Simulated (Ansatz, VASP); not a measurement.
This is a calculation of PbSe (Clausthalite) for VASP 6.6.1. 

INCAR

```
SYSTEM = PbSe
ALGO = Normal
EDIFF = 1E-6
EDIFFG = -0.01
ENCUT = 600
GGA = RE
IBRION = 2
ISIF = 3
ISMEAR = -1
LASPH = .True.
LCHARG = .False.
LREAL = .False.
LWAVE = .False.
NELM = 100
NSW = 60
PREC = Accurate
SIGMA = 0.05
```

The input KPOINTS:

```
k-points
0
Gamma
  8 8 8
  0 0 0
```

File POSCAR:

```
PbSe
1.0
    0.0000000000      3.0606500000      3.0606500000
    3.0606500000      0.0000000000      3.0606500000
    3.0606500000      3.0606500000      0.0000000000
Pb Se
1 1
Direct
    0.0000000000      0.0000000000      0.0000000000
    0.5000000000      0.5000000000      0.5000000000
```

Potentials or basis: VASP PAW PBE potentials, release 64 (Pb_d, Se).

The run is started by

```sh
$ cat potpaw_PBE.64/Pb_d/POTCAR potpaw_PBE.64/Se/POTCAR > POTCAR
$ mpirun -np 1 vasp_std > vasp.out
```

Q: What does the same run look like in Ansatz 0.2.0? Potentials or basis there: all-electron LAPW, scalar-relativistic.

A: As run (cutoffs and basis follow the program's own potentials, and thresholds, step limits or extra output files can differ):

Contents of input.yaml:

```yaml
crystal:
  lattice:
    - [0.0, 3.06065, 3.06065]
    - [3.06065, 0.0, 3.06065]
    - [3.06065, 3.06065, 0.0]
  atoms:
    - { symbol: Pb, position: [0.0, 0.0, 0.0] }
    - { symbol: Se, position: [0.5, 0.5, 0.5] }
kpoints:
  mp_grid: { grid: [8, 8, 8] }
scf:
  occupations: { method: fermi_dirac, width: 0.05 }
hamiltonian:
  xc: revpbe
  pseudopotentials: { kind: all_electron, lapw: { basis_error: 0.001 } }
output:
  forces: true
  stress: true
relax:
  f_tol: 0.02
  max_steps: 60
  cell: {}
```

Potentials or basis: all-electron LAPW, scalar-relativistic.

Launch:

```bash
$ ansatz run input.yaml --threads 1 --pin off --max-ram 3072MiB --backend cpu --events-out ev --progress --plain --runs-dir out
```

Both were run:

|  | VASP | Ansatz |
| --- | --- | --- |
| Relaxed volume | 30.86 Å³/atom | 30.86 Å³/atom |
| Relaxed cell | a = 4.436 Å, b = 4.436 Å, c = 4.436 Å, α = 60.00°, β = 60.00°, γ = 60.00° | a = 4.436 Å, b = 4.436 Å, c = 4.436 Å, α = 60.00°, β = 60.00°, γ = 60.00° |
| Space group after relaxing | Fm-3m (No. 225) | Fm-3m (No. 225) |
| Pressure after relaxing | 0.0 GPa | 0.0 GPa |

VASP's potentials were made for PBE.

Where Ansatz's input types no cutoff or centring, it takes its own default and a Γ-centred mesh.

Pressure is positive in compression.
